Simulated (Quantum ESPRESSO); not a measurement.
# V (Im-3m) in Quantum ESPRESSO: further runs, part 4 of 4

Quantum ESPRESSO 7.5. The steps go on from the part before.

## 6. Phonon dispersion, PBEsol, collinear spin, ferromagnetic start

pw.in

```
&CONTROL
  calculation = 'scf'
  prefix = 'pwscf'
  outdir = './tmp'
  pseudo_dir = './pseudo'
  tprnfor = .true.
  tstress = .true.
  disk_io = 'low'
/
&SYSTEM
  ibrav = 0
  nat = 1
  ntyp = 1
  ecutwfc = 45
  ecutrho = 360
  nbnd = 15
  occupations = 'smearing'
  smearing = 'mv'
  degauss = 0.01469973
  nspin = 2
  starting_magnetization(1) = 0.1538
/
&ELECTRONS
  conv_thr = 2d-10
  electron_maxstep = 120
  mixing_beta = 0.3
/
ATOMIC_SPECIES
V     50.9415 v_pbesol_v1.4.uspp.F.UPF
CELL_PARAMETERS angstrom
  -1.5143500000    1.5143500000    1.5143500000
   1.5143500000   -1.5143500000    1.5143500000
   1.5143500000    1.5143500000   -1.5143500000
ATOMIC_POSITIONS crystal
V      0.0000000000    0.0000000000    0.0000000000
K_POINTS automatic
12 12 12 0 0 0
```

relax.in

```
&CONTROL
  calculation = 'vc-relax'
  prefix = 'pwscf'
  outdir = './tmp'
  pseudo_dir = './pseudo'
  tprnfor = .true.
  tstress = .true.
  disk_io = 'low'
  nstep = 40
  forc_conv_thr = 0.0001
  etot_conv_thr = 1d-06
/
&SYSTEM
  ibrav = 0
  nat = 1
  ntyp = 1
  ecutwfc = 45
  ecutrho = 360
  nbnd = 15
  occupations = 'smearing'
  smearing = 'mv'
  degauss = 0.01469973
  nspin = 2
  starting_magnetization(1) = 0.1538
/
&ELECTRONS
  conv_thr = 2d-10
  electron_maxstep = 120
  mixing_beta = 0.3
/
&IONS
  ion_dynamics = 'bfgs'
/
&CELL
  cell_dynamics = 'bfgs'
  press = 0
  press_conv_thr = 0.2
/
ATOMIC_SPECIES
V     50.9415 v_pbesol_v1.4.uspp.F.UPF
CELL_PARAMETERS angstrom
  -1.5143500000    1.5143500000    1.5143500000
   1.5143500000   -1.5143500000    1.5143500000
   1.5143500000    1.5143500000   -1.5143500000
ATOMIC_POSITIONS crystal
V      0.0000000000    0.0000000000    0.0000000000
K_POINTS automatic
12 12 12 0 0 0
```

scf2.in

```
&CONTROL
  calculation = 'scf'
  prefix = 'pwscf'
  outdir = './tmp'
  pseudo_dir = './pseudo'
  tprnfor = .true.
  tstress = .true.
  disk_io = 'low'
/
&SYSTEM
  ibrav = 0
  nat = 1
  ntyp = 1
  ecutwfc = 45
  ecutrho = 360
  nbnd = 15
  occupations = 'smearing'
  smearing = 'mv'
  degauss = 0.01469973
  nspin = 2
  starting_magnetization(1) = 0.1538
/
&ELECTRONS
  conv_thr = 1d-13
  electron_maxstep = 120
  mixing_beta = 0.3
  startingpot = 'file'
  startingwfc = 'file'
/
ATOMIC_SPECIES
V     50.9415 v_pbesol_v1.4.uspp.F.UPF
CELL_PARAMETERS angstrom
  -1.4778698213    1.4778698213    1.4778698213
   1.4778698213   -1.4778698213    1.4778698213
   1.4778698213    1.4778698213   -1.4778698213
ATOMIC_POSITIONS crystal
V      0.0000000000    0.0000000000    0.0000000000
K_POINTS automatic
12 12 12 0 0 0
```

ph.in

```
phonon_bands of V
&INPUTPH
  prefix = 'pwscf'
  outdir = './tmp'
  tr2_ph = 1d-18
  fildyn = 'dyn'
  niter_ph = 90
  alpha_mix(1) = 0.4
  ldisp = .true.
  nq1 = 2
  nq2 = 2
  nq3 = 2
/
```

q2r.in

```
&INPUT
  fildyn = 'dyn'
  zasr = 'crystal'
  flfrc = 'fc'
/
```

matdyn.in

```
&INPUT
  asr = 'crystal'
  flfrc = 'fc'
  flfrq = 'freq'
  q_in_cryst_coord = .true.
  flvec = ' '
/
80
 0.0000000000  0.0000000000  0.0000000000
 0.0312500000 -0.0312500000  0.0312500000
 0.0625000000 -0.0625000000  0.0625000000
 0.0937500000 -0.0937500000  0.0937500000
 0.1250000000 -0.1250000000  0.1250000000
 0.1562500000 -0.1562500000  0.1562500000
 0.1875000000 -0.1875000000  0.1875000000
 0.2187500000 -0.2187500000  0.2187500000
 0.2500000000 -0.2500000000  0.2500000000
 0.2812500000 -0.2812500000  0.2812500000
 0.3125000000 -0.3125000000  0.3125000000
 0.3437500000 -0.3437500000  0.3437500000
 0.3750000000 -0.3750000000  0.3750000000
 0.4062500000 -0.4062500000  0.4062500000
 0.4375000000 -0.4375000000  0.4375000000
 0.4687500000 -0.4687500000  0.4687500000
 0.5000000000 -0.5000000000  0.5000000000
 0.4545454545 -0.4545454545  0.5000000000
 0.4090909091 -0.4090909091  0.5000000000
 0.3636363636 -0.3636363636  0.5000000000
 0.3181818182 -0.3181818182  0.5000000000
 0.2727272727 -0.2727272727  0.5000000000
 0.2272727273 -0.2272727273  0.5000000000
 0.1818181818 -0.1818181818  0.5000000000
 0.1363636364 -0.1363636364  0.5000000000
 0.0909090909 -0.0909090909  0.5000000000
 0.0454545455 -0.0454545455  0.5000000000
 0.0000000000  0.0000000000  0.5000000000
 0.0000000000  0.0000000000  0.4583333333
 0.0000000000  0.0000000000  0.4166666667
 0.0000000000  0.0000000000  0.3750000000
 0.0000000000  0.0000000000  0.3333333333
 0.0000000000  0.0000000000  0.2916666667
 0.0000000000  0.0000000000  0.2500000000
 0.0000000000  0.0000000000  0.2083333333
 0.0000000000  0.0000000000  0.1666666667
 0.0000000000  0.0000000000  0.1250000000
 0.0000000000  0.0000000000  0.0833333333
 0.0000000000  0.0000000000  0.0416666667
 0.0000000000  0.0000000000  0.0000000000
 0.0166666667  0.0166666667  0.0166666667
 0.0333333333  0.0333333333  0.0333333333
 0.0500000000  0.0500000000  0.0500000000
 0.0666666667  0.0666666667  0.0666666667
 0.0833333333  0.0833333333  0.0833333333
 0.1000000000  0.1000000000  0.1000000000
 0.1166666667  0.1166666667  0.1166666667
 0.1333333333  0.1333333333  0.1333333333
 0.1500000000  0.1500000000  0.1500000000
 0.1666666667  0.1666666667  0.1666666667
 0.1833333333  0.1833333333  0.1833333333
 0.2000000000  0.2000000000  0.2000000000
 0.2166666667  0.2166666667  0.2166666667
 0.2333333333  0.2333333333  0.2333333333
 0.2500000000  0.2500000000  0.2500000000
 0.2666666667  0.2000000000  0.2666666667
 0.2833333333  0.1500000000  0.2833333333
 0.3000000000  0.1000000000  0.3000000000
 0.3166666667  0.0500000000  0.3166666667
 0.3333333333  0.0000000000  0.3333333333
 0.3500000000 -0.0500000000  0.3500000000
 0.3666666667 -0.1000000000  0.3666666667
 0.3833333333 -0.1500000000  0.3833333333
 0.4000000000 -0.2000000000  0.4000000000
 0.4166666667 -0.2500000000  0.4166666667
 0.4333333333 -0.3000000000  0.4333333333
 0.4500000000 -0.3500000000  0.4500000000
 0.4666666667 -0.4000000000  0.4666666667
 0.4833333333 -0.4500000000  0.4833333333
 0.5000000000 -0.5000000000  0.5000000000
 0.2500000000  0.2500000000  0.2500000000
 0.2222222222  0.2222222222  0.2777777778
 0.1944444444  0.1944444444  0.3055555556
 0.1666666667  0.1666666667  0.3333333333
 0.1388888889  0.1388888889  0.3611111111
 0.1111111111  0.1111111111  0.3888888889
 0.0833333333  0.0833333333  0.4166666667
 0.0555555556  0.0555555556  0.4444444444
 0.0277777778  0.0277777778  0.4722222222
 0.0000000000  0.0000000000  0.5000000000
```

matdyn_dos.in

```
&INPUT
  asr = 'crystal'
  flfrc = 'fc'
  dos = .true.
  fldos = 'phdos'
  nk1 = 18
  nk2 = 18
  nk3 = 18
  deltaE = 1
  flvec = ' '
  flfrq = ' '
/
```

matdyn_mesh.in

```
&INPUT
  asr = 'crystal'
  flfrc = 'fc'
  flfrq = 'mesh'
  q_in_cryst_coord = .true.
  flvec = ' '
/
1000
 0.05000000  0.05000000  0.05000000
 0.05000000  0.05000000  0.15000000
 0.05000000  0.05000000  0.25000000
[... 997 further points of the even 10 x 10 x 10 mesh, shifted by half a step ...]
```

Potentials or basis: GBRV 1.5 PBEsol.

Launch:

```
$ OMP_NUM_THREADS=1 pw.x -in pw.in > pw.out
$ OMP_NUM_THREADS=1 pw.x -in relax.in > relax.out
$ OMP_NUM_THREADS=1 pw.x -in scf2.in > scf2.out
$ OMP_NUM_THREADS=1 ph.x -in ph.in > ph.out
$ OMP_NUM_THREADS=1 q2r.x -in q2r.in > q2r.out
$ OMP_NUM_THREADS=1 matdyn.x -in matdyn.in > matdyn.out
$ OMP_NUM_THREADS=1 matdyn.x -in matdyn_dos.in > matdyn_dos.out
$ OMP_NUM_THREADS=1 matdyn.x -in matdyn_mesh.in > matdyn_mesh.out
```

pw.out:

```text
This program is part of the open-source Quantum ESPRESSO suite
     for quantum simulation of materials; please cite
[... 9 lines left out ...]
     --------------------
     sticks:   dense  smooth     PW     G-vecs:    dense   smooth      PW
     Sum         657     333    129                10833     3805     959

     Using Slab Decomposition

     bravais-lattice index     =            0
     lattice parameter (alat)  =       4.9566  a.u.
     unit-cell volume          =      93.7423 (a.u.)^3
     number of atoms/cell      =            1
     number of atomic types    =            1
     number of electrons       =        13.00
     number of Kohn-Sham states=           15
     kinetic-energy cutoff     =      45.0000  Ry
     charge density cutoff     =     360.0000  Ry
     scf convergence threshold =      2.0E-10
     mixing beta               =       0.3000
     number of iterations used =            8  plain     mixing
     Exchange-correlation= SLA  PW   PSX  PSC
                           (   1   4  10   8   0   0   0)

     celldm(1)=   4.956621  celldm(2)=   0.000000  celldm(3)=   0.000000
     celldm(4)=   0.000000  celldm(5)=   0.000000  celldm(6)=   0.000000

     crystal axes: (cart. coord. in units of alat)
               a(1) = (  -0.577350   0.577350   0.577350 )
               a(2) = (   0.577350  -0.577350   0.577350 )
               a(3) = (   0.577350   0.577350  -0.577350 )

     reciprocal axes: (cart. coord. in units 2 pi/alat)
               b(1) = ( -0.000000  0.866025  0.866025 )
               b(2) = (  0.866025 -0.000000  0.866025 )
               b(3) = (  0.866025  0.866025  0.000000 )

     PseudoPot. # 1 for V  read from file:
     v_pbesol_v1.4.uspp.F.UPF
     Pseudo is Ultrasoft + core correction, Zval = 13.0
     Generated by new atomic code, or converted to UPF format
     Using radial grid of  853 points,  6 beta functions with:
                l(1) =   0
                l(2) =   0
                l(3) =   1
                l(4) =   1
                l(5) =   2
                l(6) =   2
     Q(r) pseudized with  8 coefficients,  rinner =    1.100   1.100   1.100
                                                       1.100   1.100

     atomic species   valence    mass     pseudopotential
     V                13.00    50.94150     V ( 1.00)

     Starting magnetic structure
     atomic species   magnetization
     V               0.154

     48 Sym. Ops., with inversion, found

   Cartesian axes

     site n.     atom                  positions (alat units)
         1        V      tau(   1) = (   0.0000000   0.0000000   0.0000000  )

     number of k points=    72  Marzari-Vanderbilt smearing, width (Ry)=  0.0147
                       cart. coord. in units 2pi/alat
        k(    1) = (   0.0000000   0.0000000   0.0000000), wk =   0.0005787
        k(    2) = (   0.0721688   0.0721688   0.0000000), wk =   0.0069444
        k(    3) = (   0.1443376   0.1443376   0.0000000), wk =   0.0069444
        k(    4) = (   0.2165064   0.2165064   0.0000000), wk =   0.0069444
        k(    5) = (   0.2886751   0.2886751   0.0000000), wk =   0.0069444
        k(    6) = (   0.3608439   0.3608439   0.0000000), wk =   0.0069444
[... 64 lines left out ...]
        k(   71) = (  -0.8660254  -0.0721688  -0.0721688), wk =   0.0069444
        k(   72) = (  -0.8660254  -0.8660254  -0.8660254), wk =   0.0005787

     Dense  grid:    10833 G-vectors     FFT dimensions: (  30,  30,  30)

     Smooth grid:     3805 G-vectors     FFT dimensions: (  24,  24,  24)

     Check: negative core charge=   -0.000004
     Generating pointlists ...
     new r_m :   0.4125 (alat units)  2.0446 (a.u.) for type    1

     Initial potential from superposition of free atoms

     starting charge      12.9989, renormalised to      13.0000

     negative rho (up, down):  3.776E-04 2.770E-04
     Starting wfcs are   10 randomized atomic wfcs +    5 random wfcs

     Self-consistent Calculation

     iteration #  1     ecut=    45.00 Ry     beta= 0.30
     Davidson diagonalization with overlap
     ethr =  1.00E-02,  avg # of iterations =  4.0

     Threshold (ethr) on eigenvalues was too large:
     Diagonalizing with lowered threshold

     Davidson diagonalization with overlap
     ethr =  8.17E-04,  avg # of iterations =  1.0

     negative rho (up, down):  3.733E-04 3.738E-04

     total energy              =    -144.94889079 Ry
     estimated scf accuracy    <       0.10665461 Ry

     total magnetization       =     0.84 Bohr mag/cell
     absolute magnetization    =     0.84 Bohr mag/cell

     iteration #  2     ecut=    45.00 Ry     beta= 0.30
     Davidson diagonalization with overlap
     ethr =  8.20E-04,  avg # of iterations =  1.1

     negative rho (up, down):  3.450E-04 4.379E-04

     total energy              =    -144.96779920 Ry
     estimated scf accuracy    <       0.02040104 Ry
[... 130 lines left out ...]
     total energy              =    -144.97891347 Ry
     estimated scf accuracy    <       0.00000001 Ry

     total magnetization       =     0.01 Bohr mag/cell
     absolute magnetization    =     0.01 Bohr mag/cell

     iteration # 14     ecut=    45.00 Ry     beta= 0.30
     Davidson diagonalization with overlap
     ethr =  1.07E-10,  avg # of iterations =  2.0

     negative rho (up, down):  4.122E-04 4.123E-04

     Magnetic moment per site  (integrated on atomic sphere of radius R)
     atom   1 (R=0.412)  charge= 11.3113  magn=  0.0004

     End of self-consistent calculation

     Number of k-points >= 100: set verbosity='high' to print the bands.

     the Fermi energy is    15.8725 ev

!    total energy              =    -144.97891555 Ry
     estimated scf accuracy    <          1.8E-11 Ry
     smearing contrib. (-TS)   =      -0.00023131 Ry
     internal energy E=F+TS    =    -144.97868424 Ry

     The total energy is F=E-TS. E is the sum of the following terms:
     one-electron contribution =     -47.78155697 Ry
     hartree contribution      =      29.67388393 Ry
     xc contribution           =     -19.41233265 Ry
     ewald contribution        =    -107.45867855 Ry

     total magnetization       =     0.00 Bohr mag/cell
     absolute magnetization    =     0.00 Bohr mag/cell

     convergence has been achieved in  14 iterations

     negative rho (up, down):  4.122E-04 4.123E-04

     Forces acting on atoms (cartesian axes, Ry/au):

     atom    1 type  1   force =     0.00000000    0.00000000    0.00000000

     Total force =     0.000000     Total SCF correction =     0.000000

     Computing stress (Cartesian axis) and pressure

     negative rho (up, down):  4.122E-04 4.123E-04
          total   stress  (Ry/bohr**3)                   (kbar)     P=     -123.24
  -0.00083779  -0.00000000  -0.00000000         -123.24       -0.00       -0.00
  -0.00000000  -0.00083779  -0.00000000           -0.00     -123.24       -0.00
  -0.00000000  -0.00000000  -0.00083779           -0.00       -0.00     -123.24

=------------------------------------------------------------------------------=
   JOB DONE.
=------------------------------------------------------------------------------=
```

Run time: 14 min. Hardware: 1 thread of Arm Neoverse V1, shared host; peak memory 0.09 GiB.

Results:

```
Free energy                                           : -1972.5781 eV
Relaxed volume                                        : 12.91 Å³/atom
Relaxed cell                                          : a = 2.560 Å, b = 2.560 Å, c = 2.560 Å, α = 109.47°, β = 109.47°, γ = 109.47°
Space group after relaxing (to 0.05 Å)                : Im-3m (No. 229)
Pressure after relaxing                               : 0.0 GPa
Band gap on the k mesh                                : none (metal or under the smearing width)
Net moment                                            : 0.00 μB per cell
Absolute moment                                       : 0.00 μB per cell
Valence electrons inside the program's atomic spheres : V 11.31
Highest phonon frequency                              : 260 cm⁻¹
Zero-point energy                                     : 0.036 eV/atom
```

Step by step:
```csv
step,energy change (eV),largest force (eV/Å),pressure (GPa),volume (Å³)
1,0.0000,0.0000,-12.32,13.89
2,-0.0392,0.0000,-1.84,13.04
3,-0.0399,0.0000,0.21,12.90
4,-0.0399,0.0000,0.00,12.91
```

Final structure:
```xyz
1
Lattice="-1.4779 1.4779 1.4779 1.4779 -1.4779 1.4779 1.4779 1.4779 -1.4779" Properties=species:S:1:pos:R:3 pbc="T T T"
V     0.0000    0.0000    0.0000
```

Phonon frequencies in cm⁻¹ (negative: imaginary):
```tsv
q point	frequencies
(0.000, 0.000, 0.000)	0 0 0
(0.219, -0.219, 0.219)	140 190 190
(0.438, -0.438, 0.438)	252 257 257
(0.273, -0.273, 0.500)	230 233 247
(0.000, 0.000, 0.458)	181 191 227
(0.000, 0.000, 0.167)	91 96 115
(0.050, 0.050, 0.050)	75 75 78
(0.167, 0.167, 0.167)	193 193 198
(0.283, 0.150, 0.283)	209 212 212
(0.400, -0.200, 0.400)	233 236 236
(0.250, 0.250, 0.250)	211 211 211
(0.056, 0.056, 0.444)	186 195 227
```

Phonon frequencies at the corners of the path (cm⁻¹, interpolated; i marks imaginary ones):
| point | frequencies |
| --- | --- |
| Γ | 0 0 0 |
| H | 260 260 260 |
| N | 183 193 229 |
| P | 211 211 211 |

Phonon states per cell in windows of 20 cm⁻¹ (negative: imaginary):
```tsv
from (cm⁻¹)	total
0	0.00
20	0.00
40	0.01
60	0.03
80	0.04
100	0.07
120	0.11
140	0.18
160	0.31
180	0.65
200	0.84
220	0.55
240	0.20
```

Harmonic thermodynamics per atom at this volume (zero-point energy 36.1 meV, Debye temperature from the second moment 368 K):
| T (K) | free energy (meV) | entropy (k_B) | heat capacity Cv (k_B) |
| --- | --- | --- | --- |
| 50 | 36.0 | 0.13 | 0.43 |
| 100 | 34.1 | 0.82 | 1.63 |
| 200 | 20.3 | 2.31 | 2.54 |
| 298.15 | -4.0 | 3.38 | 2.78 |
| 500 | -76.7 | 4.86 | 2.92 |
| 800 | -221.6 | 6.25 | 2.97 |

Caveat: the q mesh is small, so phonon branches between its points and thermal values are rough.

## 7. Overview

| task | level | potentials or basis | k mesh | cutoff (eV) | form of the LDA correlation | q mesh | gap on the mesh (eV) | pressure (GPa) | moment (μB) |
| --- | --- | --- | --- | --- | --- | --- | --- | --- | --- |
| phonons | LDA | PseudoDojo 0.4.1 SR LDA standard | 10 × 10 × 10 | 1143 | PW92 | - | none | 0.0 | 0.00 |
| phonon dispersion | LDA | GBRV 1.5 LDA | 12 × 12 × 12 | 612 | PZ81 | 2 × 2 × 2 | none | 0.0 | 0.00 |
| phonon dispersion | PBE | GBRV 1.5 PBE | 12 × 12 × 12 | 612 | - | 2 × 2 × 2 | none | 0.0 | 0.00 |
| phonon dispersion | PBEsol | GBRV 1.5 PBEsol | 12 × 12 × 12 | 612 | - | 2 × 2 × 2 | none | 0.0 | 0.00 |

Alike in all rows: spin collinear, ferromagnetic start; cell relaxed; smearing cold 0.2 eV.

Caveats: the mesh is thin for the phonons of a metal (some runs); the q point doesn't lie on the k mesh, which can shift a metal's frequencies strongly unless the mesh is converged (some runs).

Absolute energies hang on the potentials; compare differences alone.
